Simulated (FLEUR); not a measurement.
# Rh (Fm-3m) in FLEUR: notebook

The runs below take Rh through equation of state, with r2SCAN.

Program: FLEUR MaX-R8.1 (later development tree). These are calculated values, not measurements. Logs are shortened: lines on timing, memory, paths and dates and some standing lists are left out, and cuts for length are marked.

**Experimental background.**

“Thermal equation of state of rhodium characterized by XRD in a resistively heated diamond anvil cell”, 2024, pmc:11535440 quotes, for a bulk crystal of Rh: bulk modulus 264 ± 1 GPa.

How close the calculation comes is told below.

## 1. The structure

Symmetry: Fm-3m, No. 225, cubic system. Conventional cell: a = 3.796 Å, b = 3.796 Å, c = 3.796 Å, α = 90.00°, β = 90.00°, γ = 90.00°. Rh (site symmetry m-3m) is surrounded by 12 Rh at 2.68 Å.

## 2. Equation of state, r2SCAN, 12.85 Å³/atom (volume scaled by 0.94)

The input, inp.xml:

```xml
<?xml version="1.0" encoding="UTF-8" standalone="no"?>
<fleurInput fleurInputVersion="0.39">
   <comment>
      Rh                                                                                                  
   </comment>
   <calculationSetup>
      <cutoffs Kmax="4.26" Gmax="13.2" GmaxXC="13.2" numbands="0"/>
      <scfLoop itmax="80" minDistance="0.0001" maxIterBroyd="30" imix="Anderson" alpha="0.05" precondParam="0.0" spinf="2.0" sdNocoIR="T"/>
      <coreElectrons ctail="F" frcor="F" kcrel="0" coretail_lmax="0"/>
      <xcFunctional name="LibXC" relativisticCorrections="F">
         <LibXCName exchange="mgga_x_r2scan" correlation="mgga_c_r2scan"/>
         <AuxGGA exchange="117" correlation="130"/>
      </xcFunctional>
      <magnetism jspins="1"/>
      <soc l_soc="F" theta="0.0" phi="0.0" spav="F"/>
      <expertModes spex="0" secvar="F"/>
      <geometryOptimization l_f="F" forcealpha="1.0" forcemix="BFGS" epsdisp="0.00001" epsforce="0.00001"/>
      <ldaU l_linMix="F" mixParam="0.05" spinf="1.0"/>
   </calculationSetup>
   <cell>
      <bzIntegration valenceElectrons="17.0" mode="hist" fermiSmearingEnergy="0.00183747">
         <kPointListSelection listName="default-1"/>
         <!-- k-points included here -->
         <xi:include xmlns:xi="http://www.w3.org/2001/XInclude" href="kpts.xml"> </xi:include>
      </bzIntegration>
      <!-- symmetry operations included here -->
      <xi:include xmlns:xi="http://www.w3.org/2001/XInclude" href="sym.xml"> </xi:include>
      <bulkLattice scale="0.9795861087">
         <bravaisMatrix>
            <row-1>    0.0000000000000000     3.5864167255721098     3.5864167255721098</row-1>
            <row-2>    3.5864167255721098     0.0000000000000000     3.5864167255721098</row-2>
            <row-3>    3.5864167255721098     3.5864167255721098     0.0000000000000000</row-3>
         </bravaisMatrix>
      </bulkLattice>
   </cell>
   <atomSpecies>
      <species name="Rhodium (Rh)" element="Rh" atomicNumber="45">
         <mtSphere radius="2.3" gridPoints="777" logIncrement="0.016"/>
         <atomicCutoffs lmax="9" lnonsphr="9"/>
         <electronConfig flipSpins="F">
            <coreConfig>(1s1/2) (2s1/2) (2p1/2) (2p3/2) (3s1/2) (3p1/2) (3p3/2) (3d3/2) (3d5/2)</coreConfig>
            <valenceConfig>(4s1/2) (4p1/2) (4p3/2) (5s1/2) (4d3/2) (4d5/2)</valenceConfig>
            <stateOccupation state="(5s1/2)" spinUp="0.500000" spinDown="0.500000"/>
            <stateOccupation state="(4d3/2)" spinUp="1.600000" spinDown="1.600000"/>
            <stateOccupation state="(4d5/2)" spinUp="2.400000" spinDown="2.400000"/>
         </electronConfig>
         <energyParameters s="5" p="5" d="4" f="4"/>
         <lo type="SCLO" l="0" n="4" eDeriv="0"/>
         <lo type="SCLO" l="1" n="4" eDeriv="0"/>
         <lo type="SCLO" l="1" n="4" eDeriv="1"/>
         <lo type="SCLO" l="2" n="4" eDeriv="2"/>
         <lo type="SCLO" l="3" n="4" eDeriv="2"/>
      </species>
   </atomSpecies>
   <atomGroups>
      <atomGroup species="Rhodium (Rh)">
         <relPos label="                   1">.0000000000 .0000000000 .0000000000</relPos>
         <force calculate="T" relaxXYZ="TTT"/>
      </atomGroup>
   </atomGroups>
   <output dos="F" band="F" slice="F">
      <checks vchk="F" cdinf="F"/>
      <bandDOS minEnergy="-.5*Htr" maxEnergy="0.5*Htr" sigma="0.015" storeEVData="T"/>
      <vacuumDOS vacdos="F" integ="F" star="F" nstars="0" locx1="0.0" locy1="0.0" locx2="0.0" locy2="0.0" nstm="0" tworkf="0.0"/>
      <unfoldingBand unfoldBand="F" supercellX="1" supercellY="1" supercellZ="1"/>
      <plotting iplot="0" polar="F">
         <plot TwoD="T" vec1="  1.0  0.0  0.0" vec2="  0.0  1.0  0.0" vec3="  0.0  0.0  1.0" zero="  0.0  0.0  0.0" file="plot"/>
      </plotting>
      <chargeDensitySlicing numkpt="0" minEigenval="0.0" maxEigenval="0.0" nnne="0" pallst="F"/>
      <specialOutput eonly="F"/>
      <moessbauerParams electricFieldGradient="T" isomerShift="T" coreHyperfine="T" valenceHyperfine="T"/>
      <magneticCircularDichroism mcd="F" energyLo="-10.0" energyUp="0.0"/>
   </output>
  <!-- We include the file relax.xml here to enable relaxations (see documentation) -->
  <xi:include xmlns:xi="http://www.w3.org/2001/XInclude" href="relax.xml"> <xi:fallback/> </xi:include>
</fleurInput>
```

Potentials or basis: all-electron, FLAPW.

On the command line:

```
inpgen -f crystal.txt -profile fastHighL
# inp.xml edited to the form shown
fleur_MPI
```

The program printed:

```text
Welcome to FLEUR        (www.flapw.de)
      MaX-Release 8.1          (www.max-centre.eu)
 func_ids         498         497         498         497
 MetaGGA potential functional detected - V_tau will be computed
 Auxiliary Potential for radial basis: exchange=         117  correlation=         130
The functional 'Re-regularized SCAN exchange by Furness et al' is an exchange functional, it belongs to the 'MGGA' family and is defined in the reference(s):
[1] J. W. Furness, A. D. Kaplan, J. Ning, J. P. Perdew, and J. Sun.,  J. Phys. Chem. Lett. 11, 8208-8215 (2020)
[2] J. W. Furness, A. D. Kaplan, J. Ning, J. P. Perdew, and J. Sun.,  J. Phys. Chem. Lett. 11, 9248-9248 (2020)
The functional 'Re-regularized SCAN correlation by Furness et al' is a correlation functional, it belongs to the 'MGGA' family and is defined in the reference(s):
[1] J. W. Furness, A. D. Kaplan, J. Ning, J. P. Perdew, and J. Sun.,  J. Phys. Chem. Lett. 11, 8208-8215 (2020)
[2] J. W. Furness, A. D. Kaplan, J. Ning, J. P. Perdew, and J. Sun.,  J. Phys. Chem. Lett. 11, 9248-9248 (2020)
 Using same functional for VXC and EXC

 ========== k-point set info ==========
 Selected k-point list: default-1
 k-point list type: mesh
 12 x 12 x 12
 Number of k points: 72

 ------------Calculation Setup---------------------------
 Number of MPI-tasks      :            1
 Number of PE/node        :            1
 Number of OMP-threads    :            1
 Most efficient MPI parallelization for:
           1           2           3           4           6           8           9          12          18          24          36          72
 Additional eigenvalue parallelization possible
 Number of basis functions:          160
 Approximate size of matrices (H+S) per k-point:         0.000 GB
 --------------------------------------------------------
The functional 'Hammer, Hansen, and Norskov' is an exchange functional, it belongs to the 'GGA' family and is defined in the reference(s):
[1] B. Hammer, L. B. Hansen, and J. K. Nørskov.,  Phys. Rev. B 59, 7413 (1999)
The functional 'Perdew, Burke & Ernzerhof' is a correlation functional, it belongs to the 'GGA' family and is defined in the reference(s):
[1] J. P. Perdew, K. Burke, and M. Ernzerhof.,  Phys. Rev. Lett. 77, 3865 (1996)
[2] J. P. Perdew, K. Burke, and M. Ernzerhof.,  Phys. Rev. Lett. 78, 1396 (1997)
 Using same functional for VXC and EXC
 Using auxiliary GGA potential for the first iteration of MetaGGA calculation.
 Reset of history
 Reset of history
 Iteration:     1   Distance:      38.13472259 me/bohr^3
The functional 'Hammer, Hansen, and Norskov' is an exchange functional, it belongs to the 'GGA' family and is defined in the reference(s):
[1] B. Hammer, L. B. Hansen, and J. K. Nørskov.,  Phys. Rev. B 59, 7413 (1999)
The functional 'Perdew, Burke & Ernzerhof' is a correlation functional, it belongs to the 'GGA' family and is defined in the reference(s):
[1] J. P. Perdew, K. Burke, and M. Ernzerhof.,  Phys. Rev. Lett. 77, 3865 (1996)
[2] J. P. Perdew, K. Burke, and M. Ernzerhof.,  Phys. Rev. Lett. 78, 1396 (1997)
 Using same functional for VXC and EXC
 Iteration:     2   Distance:      35.05558197 me/bohr^3
The functional 'Hammer, Hansen, and Norskov' is an exchange functional, it belongs to the 'GGA' family and is defined in the reference(s):
[1] B. Hammer, L. B. Hansen, and J. K. Nørskov.,  Phys. Rev. B 59, 7413 (1999)
The functional 'Perdew, Burke & Ernzerhof' is a correlation functional, it belongs to the 'GGA' family and is defined in the reference(s):
[1] J. P. Perdew, K. Burke, and M. Ernzerhof.,  Phys. Rev. Lett. 77, 3865 (1996)
[2] J. P. Perdew, K. Burke, and M. Ernzerhof.,  Phys. Rev. Lett. 78, 1396 (1997)
 Using same functional for VXC and EXC
 Iteration:     3   Distance:      33.07377365 me/bohr^3
The functional 'Hammer, Hansen, and Norskov' is an exchange functional, it belongs to the 'GGA' family and is defined in the reference(s):
[1] B. Hammer, L. B. Hansen, and J. K. Nørskov.,  Phys. Rev. B 59, 7413 (1999)
The functional 'Perdew, Burke & Ernzerhof' is a correlation functional, it belongs to the 'GGA' family and is defined in the reference(s):
[1] J. P. Perdew, K. Burke, and M. Ernzerhof.,  Phys. Rev. Lett. 77, 3865 (1996)
[2] J. P. Perdew, K. Burke, and M. Ernzerhof.,  Phys. Rev. Lett. 78, 1396 (1997)
 Using same functional for VXC and EXC
 Iteration:     4   Distance:      12.89666057 me/bohr^3
The functional 'Hammer, Hansen, and Norskov' is an exchange functional, it belongs to the 'GGA' family and is defined in the reference(s):
[1] B. Hammer, L. B. Hansen, and J. K. Nørskov.,  Phys. Rev. B 59, 7413 (1999)
The functional 'Perdew, Burke & Ernzerhof' is a correlation functional, it belongs to the 'GGA' family and is defined in the reference(s):
[1] J. P. Perdew, K. Burke, and M. Ernzerhof.,  Phys. Rev. Lett. 77, 3865 (1996)
[2] J. P. Perdew, K. Burke, and M. Ernzerhof.,  Phys. Rev. Lett. 78, 1396 (1997)
 Using same functional for VXC and EXC
 Iteration:     5   Distance:      10.13026227 me/bohr^3
The functional 'Hammer, Hansen, and Norskov' is an exchange functional, it belongs to the 'GGA' family and is defined in the reference(s):
[1] B. Hammer, L. B. Hansen, and J. K. Nørskov.,  Phys. Rev. B 59, 7413 (1999)
The functional 'Perdew, Burke & Ernzerhof' is a correlation functional, it belongs to the 'GGA' family and is defined in the reference(s):
[1] J. P. Perdew, K. Burke, and M. Ernzerhof.,  Phys. Rev. Lett. 77, 3865 (1996)
[2] J. P. Perdew, K. Burke, and M. Ernzerhof.,  Phys. Rev. Lett. 78, 1396 (1997)
 Using same functional for VXC and EXC
 Iteration:     6   Distance:       2.05592547 me/bohr^3
The functional 'Hammer, Hansen, and Norskov' is an exchange functional, it belongs to the 'GGA' family and is defined in the reference(s):
[1] B. Hammer, L. B. Hansen, and J. K. Nørskov.,  Phys. Rev. B 59, 7413 (1999)
The functional 'Perdew, Burke & Ernzerhof' is a correlation functional, it belongs to the 'GGA' family and is defined in the reference(s):
[1] J. P. Perdew, K. Burke, and M. Ernzerhof.,  Phys. Rev. Lett. 77, 3865 (1996)
[2] J. P. Perdew, K. Burke, and M. Ernzerhof.,  Phys. Rev. Lett. 78, 1396 (1997)
 Using same functional for VXC and EXC
 Iteration:     7   Distance:       0.62085485 me/bohr^3
The functional 'Hammer, Hansen, and Norskov' is an exchange functional, it belongs to the 'GGA' family and is defined in the reference(s):
[1] B. Hammer, L. B. Hansen, and J. K. Nørskov.,  Phys. Rev. B 59, 7413 (1999)
The functional 'Perdew, Burke & Ernzerhof' is a correlation functional, it belongs to the 'GGA' family and is defined in the reference(s):
[1] J. P. Perdew, K. Burke, and M. Ernzerhof.,  Phys. Rev. Lett. 77, 3865 (1996)
[2] J. P. Perdew, K. Burke, and M. Ernzerhof.,  Phys. Rev. Lett. 78, 1396 (1997)
 Using same functional for VXC and EXC
 Iteration:     8   Distance:       0.22252278 me/bohr^3
The functional 'Hammer, Hansen, and Norskov' is an exchange functional, it belongs to the 'GGA' family and is defined in the reference(s):
[1] B. Hammer, L. B. Hansen, and J. K. Nørskov.,  Phys. Rev. B 59, 7413 (1999)
The functional 'Perdew, Burke & Ernzerhof' is a correlation functional, it belongs to the 'GGA' family and is defined in the reference(s):
[1] J. P. Perdew, K. Burke, and M. Ernzerhof.,  Phys. Rev. Lett. 77, 3865 (1996)
[2] J. P. Perdew, K. Burke, and M. Ernzerhof.,  Phys. Rev. Lett. 78, 1396 (1997)
 Using same functional for VXC and EXC
 Iteration:     9   Distance:       0.02333623 me/bohr^3
The functional 'Hammer, Hansen, and Norskov' is an exchange functional, it belongs to the 'GGA' family and is defined in the reference(s):
[1] B. Hammer, L. B. Hansen, and J. K. Nørskov.,  Phys. Rev. B 59, 7413 (1999)
The functional 'Perdew, Burke & Ernzerhof' is a correlation functional, it belongs to the 'GGA' family and is defined in the reference(s):
[1] J. P. Perdew, K. Burke, and M. Ernzerhof.,  Phys. Rev. Lett. 77, 3865 (1996)
[2] J. P. Perdew, K. Burke, and M. Ernzerhof.,  Phys. Rev. Lett. 78, 1396 (1997)
 Using same functional for VXC and EXC
 Iteration:    10   Distance:       0.01186079 me/bohr^3
The functional 'Hammer, Hansen, and Norskov' is an exchange functional, it belongs to the 'GGA' family and is defined in the reference(s):
[1] B. Hammer, L. B. Hansen, and J. K. Nørskov.,  Phys. Rev. B 59, 7413 (1999)
The functional 'Perdew, Burke & Ernzerhof' is a correlation functional, it belongs to the 'GGA' family and is defined in the reference(s):
[1] J. P. Perdew, K. Burke, and M. Ernzerhof.,  Phys. Rev. Lett. 77, 3865 (1996)
[2] J. P. Perdew, K. Burke, and M. Ernzerhof.,  Phys. Rev. Lett. 78, 1396 (1997)
 Using same functional for VXC and EXC
 Iteration:    11   Distance:       0.00182217 me/bohr^3
The functional 'Hammer, Hansen, and Norskov' is an exchange functional, it belongs to the 'GGA' family and is defined in the reference(s):
[1] B. Hammer, L. B. Hansen, and J. K. Nørskov.,  Phys. Rev. B 59, 7413 (1999)
The functional 'Perdew, Burke & Ernzerhof' is a correlation functional, it belongs to the 'GGA' family and is defined in the reference(s):
[1] J. P. Perdew, K. Burke, and M. Ernzerhof.,  Phys. Rev. Lett. 77, 3865 (1996)
[2] J. P. Perdew, K. Burke, and M. Ernzerhof.,  Phys. Rev. Lett. 78, 1396 (1997)
 Using same functional for VXC and EXC
 Iteration:    12   Distance:       0.00096958 me/bohr^3
The functional 'Hammer, Hansen, and Norskov' is an exchange functional, it belongs to the 'GGA' family and is defined in the reference(s):
[1] B. Hammer, L. B. Hansen, and J. K. Nørskov.,  Phys. Rev. B 59, 7413 (1999)
The functional 'Perdew, Burke & Ernzerhof' is a correlation functional, it belongs to the 'GGA' family and is defined in the reference(s):
[1] J. P. Perdew, K. Burke, and M. Ernzerhof.,  Phys. Rev. Lett. 77, 3865 (1996)
[2] J. P. Perdew, K. Burke, and M. Ernzerhof.,  Phys. Rev. Lett. 78, 1396 (1997)
 Using same functional for VXC and EXC
 Iteration:    13   Distance:       0.00010902 me/bohr^3
The functional 'Hammer, Hansen, and Norskov' is an exchange functional, it belongs to the 'GGA' family and is defined in the reference(s):
[1] B. Hammer, L. B. Hansen, and J. K. Nørskov.,  Phys. Rev. B 59, 7413 (1999)
The functional 'Perdew, Burke & Ernzerhof' is a correlation functional, it belongs to the 'GGA' family and is defined in the reference(s):
[1] J. P. Perdew, K. Burke, and M. Ernzerhof.,  Phys. Rev. Lett. 77, 3865 (1996)
[2] J. P. Perdew, K. Burke, and M. Ernzerhof.,  Phys. Rev. Lett. 78, 1396 (1997)
 Using same functional for VXC and EXC
 Iteration:    14   Distance:       0.00006407 me/bohr^3

 ********************************************************************
 Run finished successfully
 Stop message:
   all done
 ********************************************************************
```

It took 10 s on 1 thread of Intel Xeon 6975P-C (Granite Rapids), shared host; peak memory 0.07 GiB.

Results:

```
Free energy                                           : -130217.5721 eV
Band gap on the k mesh                                : none (metal or under the smearing width)
Valence electrons inside the program's atomic spheres : Rh 15.32 (radii Rh 2.3 bohr)
```

Caveat: the meta-GGA is that of a development version, with a GGA for the radial functions and cores and without core tails.

## 3. Equation of state, r2SCAN, 13.12 Å³/atom (volume scaled by 0.96)

inp.xml, as its differences from that of step 2:

```diff
@@ -27,3 +27,3 @@
       <xi:include xmlns:xi="http://www.w3.org/2001/XInclude" href="sym.xml"> </xi:include>
-      <bulkLattice scale="0.9795861087">
+      <bulkLattice scale="0.9864848297">
          <bravaisMatrix>
```

Potentials or basis: all-electron, FLAPW.

On the command line:

```
inpgen -f crystal.txt -profile fastHighL
# inp.xml edited to the form shown
fleur_MPI
```

Wall time 11 s (1 thread of Intel Xeon 6975P-C (Granite Rapids), shared host); peak memory 0.07 GiB.

Results (log left out):

```yaml
Free_energy: -130217.6026 eV
Band_gap_on_the_k_mesh: none (metal or under the smearing width)
Valence_electrons_inside_the_program's_atomic_spheres: Rh 15.28 (radii Rh 2.3 bohr)
```

Caveat: the meta-GGA is that of a development version, with a GGA for the radial functions and cores and without core tails.

## 4. Equation of state, r2SCAN, 13.67 Å³/atom

inp.xml, as its differences from that of step 3:

```diff
@@ -27,3 +27,3 @@
       <xi:include xmlns:xi="http://www.w3.org/2001/XInclude" href="sym.xml"> </xi:include>
-      <bulkLattice scale="0.9864848297">
+      <bulkLattice scale="1.0000000000">
          <bravaisMatrix>
```

On the command line:

```
inpgen -f crystal.txt -profile fastHighL
# inp.xml edited to the form shown
fleur_MPI
```

Run time: 11 s. Hardware: 1 thread of Intel Xeon 6975P-C (Granite Rapids), shared host; peak memory 0.07 GiB.

It converged, with:

| Property | Result |
| --- | --- |
| Free energy | -130217.6276 eV |
| Band gap on the k mesh | none (metal or under the smearing width) |
| Valence electrons inside the program's atomic spheres | Rh 15.22 (radii Rh 2.3 bohr) |

Caveat: the meta-GGA is that of a development version, with a GGA for the radial functions and cores and without core tails.

## 5. Equation of state, r2SCAN, 14.22 Å³/atom (volume scaled by 1.04)

inp.xml, as its differences from that of step 4:

```diff
@@ -27,3 +27,3 @@
       <xi:include xmlns:xi="http://www.w3.org/2001/XInclude" href="sym.xml"> </xi:include>
-      <bulkLattice scale="1.0000000000">
+      <bulkLattice scale="1.0131594038">
          <bravaisMatrix>
```

On the command line:

```
inpgen -f crystal.txt -profile fastHighL
# inp.xml edited to the form shown
fleur_MPI
```

It took 11 s on 1 thread of Intel Xeon 6975P-C (Granite Rapids), shared host; peak memory 0.07 GiB.

Results (log left out):

| Quantity | Value |
| --- | --- |
| Free energy | -130217.6128 eV |
| Band gap on the k mesh | none (metal or under the smearing width) |
| Valence electrons inside the program's atomic spheres | Rh 15.17 (radii Rh 2.3 bohr) |

Caveat: the meta-GGA is that of a development version, with a GGA for the radial functions and cores and without core tails.

## 6. Equation of state, r2SCAN, 14.49 Å³/atom (volume scaled by 1.06)

inp.xml, as its differences from that of step 5:

```diff
@@ -27,3 +27,3 @@
       <xi:include xmlns:xi="http://www.w3.org/2001/XInclude" href="sym.xml"> </xi:include>
-      <bulkLattice scale="1.0131594038">
+      <bulkLattice scale="1.0196128224">
          <bravaisMatrix>
```

Potentials or basis: all-electron, FLAPW.

On the command line:

```
inpgen -f crystal.txt -profile fastHighL
# inp.xml edited to the form shown
fleur_MPI
```

Wall time 11 s (1 thread of Intel Xeon 6975P-C (Granite Rapids), shared host); peak memory 0.07 GiB.

It converged, with:

| Property | Result |
| --- | --- |
| Free energy | -130217.5935 eV |
| Band gap on the k mesh | none (metal or under the smearing width) |
| Valence electrons inside the program's atomic spheres | Rh 15.14 (radii Rh 2.3 bohr) |

Caveat: the meta-GGA is that of a development version, with a GGA for the radial functions and cores and without core tails.

## 7. Equation of state, r2SCAN

Potentials or basis: all-electron, FLAPW.

No new run: the results of the series are fitted here.

What came out:

```yaml
Equilibrium_volume: 13.72 Å³/atom
Bulk_modulus: 283 GPa
```

Energy against volume, from the lowest point:
| volume (Å³/atom) | energy (meV/atom) |
| --- | --- |
| 12.851 | 55.45 |
| 13.125 | 24.96 |
| 13.671 | 0.00 |
| 14.218 | 14.73 |
| 14.492 | 34.02 |

Caveat: the meta-GGA is that of a development version, with a GGA for the radial functions and cores and without core tails.

## 8. Against experiment

Step 7. A measured bulk modulus of Rh is 264 GPa (quoted in “Thermal equation of state of rhodium characterized by XRD in a resistively heated diamond anvil cell”, 2024, pmc:11535440); the calculated 283 GPa misses it by +7.0 %. The fit is for a static lattice scaled at fixed shape and fixed fractional positions.
